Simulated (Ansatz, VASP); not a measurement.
# Ir: VASP beside Ansatz

File INCAR:

```
SYSTEM = Ir
  ALGO = Normal
  EDIFF = 1E-6
  ENCUT = 520
  GGA = PE
  ISIF = 2
  ISMEAR = 0
  LASPH = .TRUE.
  LCHARG = .TRUE.
  LELF = .TRUE.
  LREAL = .FALSE.
  LVHAR = .TRUE.
  LWAVE = .FALSE.
  NBANDS = 10
  NELM = 60
  PREC = Accurate
  SIGMA = 0.05
```

Contents of KPOINTS:

```
k-points
0
G
  18 18 18
  0 0 0
```

The input POSCAR:

```
Ir
1.0
    0.0000000000      1.9156000000      1.9156000000
    1.9156000000      0.0000000000      1.9156000000
    1.9156000000      1.9156000000      0.0000000000
Ir
1
Direct
    0.0000000000      0.0000000000      0.0000000000
```

Input for Ansatz:

```yaml
crystal:
  lattice:
    - [0.0, 1.9156, 1.9156]
    - [1.9156, 0.0, 1.9156]
    - [1.9156, 1.9156, 0.0]
  atoms:
    - { symbol: Ir, position: [0.0, 0.0, 0.0] }
basis:
  ecutwfc: 420
kpoints:
  mp_grid: { grid: [18, 18, 18] }
hamiltonian:
  xc: pbe
scf:
  occupations: { method: gaussian, width: 0.05 }
output:
  forces: true
  eigenvalues: true
  eigenstates:
    nscf_kmesh: { grid: [34, 34, 34] }
    top_band: c6
    de_dk: true
    localisation: false
  stress: true
checkpoint:
  write: ck
  compress: false
  write_wavefunctions: false
  write_every: 100000
```

Alike in both runs: task single point; functional PBE; k mesh 18 × 18 × 18; occupations gaussian, width 0.05 eV; no spin polarisation.

|  | VASP | Ansatz |
| --- | --- | --- |
| version | VASP 6.6.1 | Ansatz 0.2.0 |
| potentials or method | VASP PAW PBE potentials, release 64 (Ir) | scalar-relativistic, plane waves, PAW |
| plane-wave cutoff (eV) | 520 | 420 |
| valence electrons in the cell | 9 | 17 |

```csv
,VASP,Ansatz,Ansatz less VASP
pressure (GPa),12.1,11.5,-0.64
```

The two sets of potentials don't hold the same shells in valence.

The runs have no spin-orbit coupling, so splittings on Ir are missing.
